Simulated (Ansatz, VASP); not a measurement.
## Two plane-wave programs on Si2Ni

```
CELL_PARAMETERS angstrom
3.52946 0.00000 0.00000
0.00000 3.52946 0.00000
0.00000 0.00000 3.34873
ATOMIC_POSITIONS crystal
Si 0.00000 0.50000 0.50000
Si 0.50000 0.00000 0.50000
Ni 0.00000 0.00000 0.00000
```

Alike in both runs: functional PBE; k mesh 6 × 6 × 6; occupations gaussian, width 0.1 eV; no spin polarisation.

Ansatz relaxed the structure, and its values are those at the end. VASP's run is a single point on that final structure, the one shown.

|  | VASP | Ansatz |
| --- | --- | --- |
| version | VASP 6.6.1 | Ansatz 0.2.0 |
| potentials or method | VASP PAW PBE potentials, release 64 (Si, Ni) | scalar-relativistic, plane waves, PAW |
| plane-wave cutoff (eV) | 520 | 420 |
| valence electrons in the cell | 18 | 26 |

Ansatz gave:

| Property | Result |
| --- | --- |
| gap on the k mesh at the Fermi level (eV) | none |
| pressure (GPa) | 0.2 |

**Question.** Estimate VASP's values.

**Answer.** gap on the k mesh at the Fermi level (eV): none; pressure (GPa): 0.0.

A gap of «none» marks a metal or a gap that the smearing closes. The two sets of potentials don't hold the same shells in valence.

Spin polarisation is off, so any magnetic state and its effect on volume and gap are missing.
